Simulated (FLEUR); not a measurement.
# C (Fd-3m) in FLEUR: further runs

Runs on C. Level: Wu-Cohen GGA. Tasks: band structure, equation of state.

Everything below comes from runs of FLEUR MaX-R8.1 (patched build s14). Logs are shortened: lines on timing, memory, paths and dates and some standing lists are left out, and cuts for length are marked.

**Measured values to compare with.**

“Equation of state of cubic boron nitride at high pressures and temperatures”, 2007, arxiv:cond-mat/0702656 quotes, for a bulk crystal of C: bulk modulus 444.8 ± 0.8 GPa.

How close the calculation comes is told below.

## 1. The structure

The structure is cubic, space group Fd-3m (No. 227). The conventional cell has a = 3.567 Å, b = 3.567 Å, c = 3.567 Å, α = 90.00°, β = 90.00°, γ = 90.00°. C (site symmetry -43m) has 4 C at 1.54 Å as nearest neighbours.

This isn't the form of C at room conditions, which is graphite.

## 2. Band structure, Wu-Cohen GGA

Contents of inp.xml:

```xml
<?xml version="1.0" encoding="UTF-8" standalone="no"?>
<fleurInput fleurInputVersion="0.39">
   <comment>
      C                                                                                                   
   </comment>
   <calculationSetup>
      <cutoffs Kmax="5.19" Gmax="16.1" GmaxXC="16.1" numbands="0"/>
      <scfLoop itmax="60" minDistance="0.00001" maxIterBroyd="15" imix="Anderson" alpha="0.05" precondParam="0.0" spinf="2.0"/>
      <coreElectrons ctail="T" frcor="F" kcrel="0" coretail_lmax="0"/>
      <xcFunctional name="wc" relativisticCorrections="F"/>
      <magnetism jspins="1"/>
      <soc l_soc="F" theta="0.0" phi="0.0" spav="F"/>
      <expertModes spex="0" secvar="F"/>
      <geometryOptimization l_f="F" forcealpha="1.0" forcemix="BFGS" epsdisp="0.00001" epsforce="0.00001"/>
      <ldaU l_linMix="F" mixParam="0.05" spinf="1.0"/>
   </calculationSetup>
   <cell>
      <bzIntegration valenceElectrons="8.0" mode="hist" fermiSmearingEnergy="0.00183747">
         <kPointListSelection listName="default-1"/>
         <!-- k-points included here -->
         <xi:include xmlns:xi="http://www.w3.org/2001/XInclude" href="kpts.xml"> </xi:include>
      </bzIntegration>
      <!-- symmetry operations included here -->
      <xi:include xmlns:xi="http://www.w3.org/2001/XInclude" href="sym.xml"> </xi:include>
      <bulkLattice scale="1.0">
         <bravaisMatrix>
            <row-1>    0.0000000000000000     3.3700808788279017     3.3700808788279017</row-1>
            <row-2>    3.3700808788279017     0.0000000000000000     3.3700808788279017</row-2>
            <row-3>    3.3700808788279017     3.3700808788279017     0.0000000000000000</row-3>
         </bravaisMatrix>
      </bulkLattice>
   </cell>
   <atomSpecies>
      <species name="Carbon (C)" element="C" atomicNumber="6">
         <mtSphere radius="1.35" gridPoints="447" logIncrement="0.023"/>
         <atomicCutoffs lmax="8" lnonsphr="6"/>
         <electronConfig flipSpins="F">
            <coreConfig>(1s1/2)</coreConfig>
            <valenceConfig>(2s1/2) (2p1/2) (2p3/2)</valenceConfig>
            <stateOccupation state="(2p1/2)" spinUp="0.333333" spinDown="0.333333"/>
            <stateOccupation state="(2p3/2)" spinUp="0.666667" spinDown="0.666667"/>
         </electronConfig>
         <energyParameters s="2" p="2" d="3" f="4"/>
         <lo type="SCLO" l="0" n="2" eDeriv="2"/>
         <lo type="SCLO" l="1" n="2" eDeriv="2"/>
         <lo type="SCLO" l="2" n="3" eDeriv="2"/>
      </species>
   </atomSpecies>
   <atomGroups>
      <atomGroup species="Carbon (C)">
         <relPos label="                   1">-3.000/8.000 -3.000/8.000 -3.000/8.000</relPos>
         <relPos label="                   2">3.000/8.000 3.000/8.000 3.000/8.000</relPos>
         <force calculate="T" relaxXYZ="TTT"/>
      </atomGroup>
   </atomGroups>
   <output dos="F" band="F" slice="F">
      <checks vchk="F" cdinf="F"/>
      <bandDOS minEnergy="-.5*Htr" maxEnergy="0.5*Htr" sigma="0.015" storeEVData="T"/>
      <vacuumDOS vacdos="F" integ="F" star="F" nstars="0" locx1="0.0" locy1="0.0" locx2="0.0" locy2="0.0" nstm="0" tworkf="0.0"/>
      <unfoldingBand unfoldBand="F" supercellX="1" supercellY="1" supercellZ="1"/>
      <plotting iplot="0" polar="F">
         <plot TwoD="T" vec1="  1.0  0.0  0.0" vec2="  0.0  1.0  0.0" vec3="  0.0  0.0  1.0" zero="  0.0  0.0  0.0" file="plot"/>
      </plotting>
      <chargeDensitySlicing numkpt="0" minEigenval="0.0" maxEigenval="0.0" nnne="0" pallst="F"/>
      <specialOutput eonly="F"/>
      <magneticCircularDichroism mcd="F" energyLo="-10.0" energyUp="0.0"/>
   </output>
  <!-- We include the file relax.xml here to enable relaxations (see documentation) -->
  <xi:include xmlns:xi="http://www.w3.org/2001/XInclude" href="relax.xml"> <xi:fallback/> </xi:include>
</fleurInput>
```

Contents of crystal.txt:

```
C
&input cartesian=F /
0.0000000000  1.7833700000  1.7833700000
1.7833700000  0.0000000000  1.7833700000
1.7833700000  1.7833700000  0.0000000000
1.8897261246
1.0 1.0 1.0

2
6 0.7500000000  0.7500000000  0.7500000000
6 0.5000000000  0.5000000000  0.5000000000

&kpt div1=13 div2=13 div3=13 gamma=T /
```

Contents of inp.xml (bands):

```
<?xml version="1.0" encoding="UTF-8" standalone="no"?>
<fleurInput fleurInputVersion="0.39">
   <comment>
      C                                                                                                   
   </comment>
   <calculationSetup>
      <cutoffs Kmax="5.19" Gmax="16.1" GmaxXC="16.1" numbands="0"/>
      <scfLoop itmax="60" minDistance="0.00001" maxIterBroyd="15" imix="Anderson" alpha="0.05" precondParam="0.0" spinf="2.0"/>
      <coreElectrons ctail="T" frcor="F" kcrel="0" coretail_lmax="0"/>
      <xcFunctional name="wc" relativisticCorrections="F"/>
      <magnetism jspins="1"/>
      <soc l_soc="F" theta="0.0" phi="0.0" spav="F"/>
      <expertModes spex="0" secvar="F"/>
      <geometryOptimization l_f="F" forcealpha="1.0" forcemix="BFGS" epsdisp="0.00001" epsforce="0.00001"/>
      <ldaU l_linMix="F" mixParam="0.05" spinf="1.0"/>
   </calculationSetup>
   <cell>
      <bzIntegration valenceElectrons="8.0" mode="hist" fermiSmearingEnergy="0.00183747">
         <kPointListSelection listName="path-1"/>
         <!-- k-points included here -->
         <xi:include xmlns:xi="http://www.w3.org/2001/XInclude" href="kpts.xml"> </xi:include>
      </bzIntegration>
      <!-- symmetry operations included here -->
      <xi:include xmlns:xi="http://www.w3.org/2001/XInclude" href="sym.xml"> </xi:include>
      <bulkLattice scale="1.0">
         <bravaisMatrix>
            <row-1>    0.0000000000000000     3.3700808788279017     3.3700808788279017</row-1>
            <row-2>    3.3700808788279017     0.0000000000000000     3.3700808788279017</row-2>
            <row-3>    3.3700808788279017     3.3700808788279017     0.0000000000000000</row-3>
         </bravaisMatrix>
      </bulkLattice>
   </cell>
   <atomSpecies>
      <species name="Carbon (C)" element="C" atomicNumber="6">
         <mtSphere radius="1.35" gridPoints="447" logIncrement="0.023"/>
         <atomicCutoffs lmax="8" lnonsphr="6"/>
         <electronConfig flipSpins="F">
            <coreConfig>(1s1/2)</coreConfig>
            <valenceConfig>(2s1/2) (2p1/2) (2p3/2)</valenceConfig>
            <stateOccupation state="(2p1/2)" spinUp="0.333333" spinDown="0.333333"/>
            <stateOccupation state="(2p3/2)" spinUp="0.666667" spinDown="0.666667"/>
         </electronConfig>
         <energyParameters s="2" p="2" d="3" f="4"/>
         <lo type="SCLO" l="0" n="2" eDeriv="2"/>
         <lo type="SCLO" l="1" n="2" eDeriv="2"/>
         <lo type="SCLO" l="2" n="3" eDeriv="2"/>
      </species>
   </atomSpecies>
   <atomGroups>
      <atomGroup species="Carbon (C)">
         <relPos label="                   1">-3.000/8.000 -3.000/8.000 -3.000/8.000</relPos>
         <relPos label="                   2">3.000/8.000 3.000/8.000 3.000/8.000</relPos>
         <force calculate="T" relaxXYZ="TTT"/>
      </atomGroup>
   </atomGroups>
   <output dos="F" band="T" slice="F">
      <checks vchk="F" cdinf="F"/>
      <bandDOS minEnergy="-.5*Htr" maxEnergy="0.5*Htr" sigma="0.015" storeEVData="T"/>
      <vacuumDOS vacdos="F" integ="F" star="F" nstars="0" locx1="0.0" locy1="0.0" locx2="0.0" locy2="0.0" nstm="0" tworkf="0.0"/>
      <unfoldingBand unfoldBand="F" supercellX="1" supercellY="1" supercellZ="1"/>
      <plotting iplot="0" polar="F">
         <plot TwoD="T" vec1="  1.0  0.0  0.0" vec2="  0.0  1.0  0.0" vec3="  0.0  0.0  1.0" zero="  0.0  0.0  0.0" file="plot"/>
      </plotting>
      <chargeDensitySlicing numkpt="0" minEigenval="0.0" maxEigenval="0.0" nnne="0" pallst="F"/>
      <specialOutput eonly="F"/>
      <magneticCircularDichroism mcd="F" energyLo="-10.0" energyUp="0.0"/>
   </output>
  <!-- We include the file relax.xml here to enable relaxations (see documentation) -->
  <xi:include xmlns:xi="http://www.w3.org/2001/XInclude" href="relax.xml"> <xi:fallback/> </xi:include>
</fleurInput>
```

Potentials or basis: all-electron, FLAPW.

Started as:

```console
$ inpgen -f crystal.txt -profile fastHighL
$ # inp.xml edited to the form shown
$ fleur
$ fleur   # second run, on inp.xml (bands)
```

The log of the run:

```text
Welcome to FLEUR        (www.flapw.de)
      MaX-Release 8.1          (www.max-centre.eu)

 ========== k-point set info ==========
 Selected k-point list: default-1
 k-point list type: mesh
 13 x 13 x 13
 Number of k points: 84

 ------------Calculation Setup---------------------------
 Number of OMP-threads    :            1
 Number of basis functions:          220
 Approximate size of matrices (H+S) per k-point:         0.001 GB
 --------------------------------------------------------
 Iteration:     1   Distance:      25.91192644 me/bohr^3
 Iteration:     2   Distance:      24.41590952 me/bohr^3
 Iteration:     3   Distance:       3.86832391 me/bohr^3
 Iteration:     4   Distance:       1.09328456 me/bohr^3
 Iteration:     5   Distance:       0.27931486 me/bohr^3
 Iteration:     6   Distance:       0.01957592 me/bohr^3
 Iteration:     7   Distance:       0.01267888 me/bohr^3
 Iteration:     8   Distance:       0.00079663 me/bohr^3
 Iteration:     9   Distance:       0.00029894 me/bohr^3
 Iteration:    10   Distance:       0.00001126 me/bohr^3
 Iteration:    11   Distance:       0.00001394 me/bohr^3
 Iteration:    12   Distance:       0.00000014 me/bohr^3

 ********************************************************************
 Run finished successfully
 Stop message:
   all done
 ********************************************************************
```

output (bands):

```text
Welcome to FLEUR        (www.flapw.de)
      MaX-Release 8.1          (www.max-centre.eu)

 ========== k-point set info ==========
 Selected k-point list: path-1
 k-point list type: path
 Number of k points: 60

 ------------Calculation Setup---------------------------
 Number of OMP-threads    :            1
 Number of basis functions:          220
 Approximate size of matrices (H+S) per k-point:         0.001 GB
 --------------------------------------------------------
 Fermi energy correction for insulators:
 No automatic correction of the Fermi energy has been performed.

 Note: Band structure data (together with different weights) is also stored in the banddos.hdf file.
       A convenient way of extracting and plotting the data from that file is by making use of the

 ********************************************************************
 Run finished successfully
 Stop message:
   Charge density postprocessing done.
 ********************************************************************
```

out.xml (last iteration):

```text
<iteration numberForCurrentRun="   12" overallNumber="   12">
         <energyParameters units="Htr">
            <atomicEP atomType="1" spin="1" branch="2s" branchLowest="-9.29" branchHighest="2.76" value="-0.2668576311"/>
            <atomicEP atomType="1" spin="1" branch="2p" branchLowest="-9.99" branchHighest="2.33" value="-0.0697315543"/>
            <atomicEP atomType="1" spin="1" branch="3d" branchLowest="-9.99" branchHighest="6.94" value="0.1340899758"/>
            <atomicEP atomType="1" spin="1" branch="4f" branchLowest="-9.99" branchHighest="11.62" value="0.2939071343"/>
            <loAtomicEP atomType="1" spin="1" branch="2s" branchLowest="-9.29" branchHighest="2.76" value="-0.2668576311"/>
            <loAtomicEP atomType="1" spin="1" branch="2p" branchLowest="-9.99" branchHighest="2.33" value="-0.0697453892"/>
            <loAtomicEP atomType="1" spin="1" branch="3d" branchLowest="-9.99" branchHighest="6.94" value="0.1340889650"/>
         </energyParameters>
         <eigenvalues>
            <eigenvaluesAt spin="1" ikpt="1" k_x="0.00000000" k_y="0.00000000" k_z="0.00000000">
                      -0.3384514270        0.4505808084        0.4505808084        0.4505808084        0.6555689350
                       0.6555689350        0.6555689350
            </eigenvaluesAt>
            <eigenvaluesAt spin="1" ikpt="2" k_x="0.00000000" k_y="0.00000000" k_z="0.07692308">
                      -0.3324237024        0.4114703017        0.4403448939        0.4403448939        0.6689572421
                       0.6689572421        0.6784792122
            </eigenvaluesAt>
            <eigenvaluesAt spin="1" ikpt="3" k_x="0.00000000" k_y="0.00000000" k_z="0.15384615">
                      -0.3143996221        0.3281338390        0.4172711377        0.4172711377        0.6992936946
                       0.6992936946        0.7159919638
            </eigenvaluesAt>
            <eigenvaluesAt spin="1" ikpt="4" k_x="0.00000000" k_y="0.00000000" k_z="0.23076923">
                      -0.2845849941        0.2325506831        0.3922901625        0.3922901625        0.7298865610
                       0.7298865610        0.7440448137
            </eigenvaluesAt>
         </eigenvalues>
         <bandgap value="4.0650667256" units="eV"/>
         <sumValenceSingleParticleEnergies value="0.9673559720" units="Htr"/>
         <FermiEnergy value="0.4505808084" units="Htr"/>
         <valenceDensity>
            <mtCharges spin="1">
               <mtCharge atomType="1" total="2.0932921" s="0.6482869" p="1.4091777" d="0.0320780" f="0.0030952"/>
            </mtCharges>
            <spinDependentCharge spin="1" total="8.0000000" interstitial="3.8134158" mtSpheres="4.1865842"/>
            <totalCharge value="8.0000000000"/>
         </valenceDensity>
         <coreStates atomType="     1" atomicNumber="  6" spin="1" kinEnergy="     31.8084896064" eigValSum="    -18.5885312063" lostElectrons=" 0.000186">
            <state n="1" l="0" j="0.5" energy="-9.2942656031" weight="1.0000000000"/>
         </coreStates>
         <allElectronCharges>
            <spinDependentCharge spin="1" total="12.0000000" interstitial="3.8137844" mtSpheres="8.1862156"/>
            <totalCharge value="11.9999999976"/>
         </allElectronCharges>
         <totalEnergy                                    value="      -76.0435297746" units="Htr">
            <sumOfEigenvalues                            value="      -36.2097064405">
               <coreElectrons value="-37.1770624126"/>
               <valenceElectrons value="0.9673559720"/>
            </sumOfEigenvalues>
            <densityCoulombPotentialIntegral value="-98.0815646857"/>
            <densityEffectivePotentialIntegral value="-111.9379622847"/>
            <chargeDenXCDenIntegral value="-10.6911538977"/>
            <FockExchangeEnergyValence value="0.0000000000"/>
            <FockExchangeEnergyCore value="0.0000000000"/>
            <atomTypeDependentContributions atomType="1">
               <electronNucleiInteractionDifferentMTs value="83.2788317977"/>
               <MadelungTerm value="-8.7610175805"/>
            </atomTypeDependentContributions>
            <tkbTimesEntropy value="0.0000000000"/>
            <freeEnergy value="-76.0435297746"/>
            <extrapolationTo0K value="-76.0435297746"/>
         </totalEnergy>
         <densityConvergence units="me/bohr^3">
            <chargeDensity spin="1" distance="0.0000001405"/>
         </densityConvergence>
      </iteration>
```

It took 11 s on 1 thread of AMD EPYC 7B13 (Zen 3), shared host; peak memory 0.04 GiB.

What came out:

```
Free energy                                           : -2069.2499 eV
Band gap on the k mesh                                : 4.07 eV, indirect (least direct gap 5.58 eV)
Band gap along the path                               : 4.06 eV, indirect (least direct gap 5.58 eV)
Valence electrons inside the program's atomic spheres : C 2.09 (radii C 1.35 bohr)
```

Levels at the corners of the path, in eV from the valence-band top:
| point | band 2 | band 3 | band 4 | band 5 | band 6 | band 7 |
| --- | --- | --- | --- | --- | --- | --- |
| Γ | 0.00 | 0.00 | 0.00 | 5.58 | 5.58 | 5.58 |
| X | -12.74 | -6.31 | -6.31 | 4.66 | 4.66 | 16.76 |
| W | -11.93 | -8.36 | -8.36 | 10.50 | 10.50 | 12.31 |
| K | -11.71 | -9.37 | -5.37 | 5.58 | 10.67 | 14.33 |
| Γ | 0.00 | 0.00 | 0.00 | 5.58 | 5.58 | 5.58 |
| L | -13.41 | -2.80 | -2.80 | 8.42 | 8.42 | 8.85 |
| U | -11.71 | -9.37 | -5.37 | 5.58 | 10.67 | 14.33 |
| W | -11.93 | -8.36 | -8.36 | 10.50 | 10.50 | 12.31 |
| L | -13.41 | -2.80 | -2.80 | 8.42 | 8.42 | 8.85 |
| K | -11.71 | -9.37 | -5.37 | 5.58 | 10.67 | 14.33 |
| U | -11.71 | -9.37 | -5.37 | 5.58 | 10.67 | 14.33 |
| X | -12.74 | -6.31 | -6.31 | 4.66 | 4.66 | 16.76 |

Core levels (eV from the Fermi level):
| atom | levels |
| --- | --- |
| 1 C | 1s1/2 -265.2 |
| 2 C | 1s1/2 -265.2 |

[end of part 1 of 2]
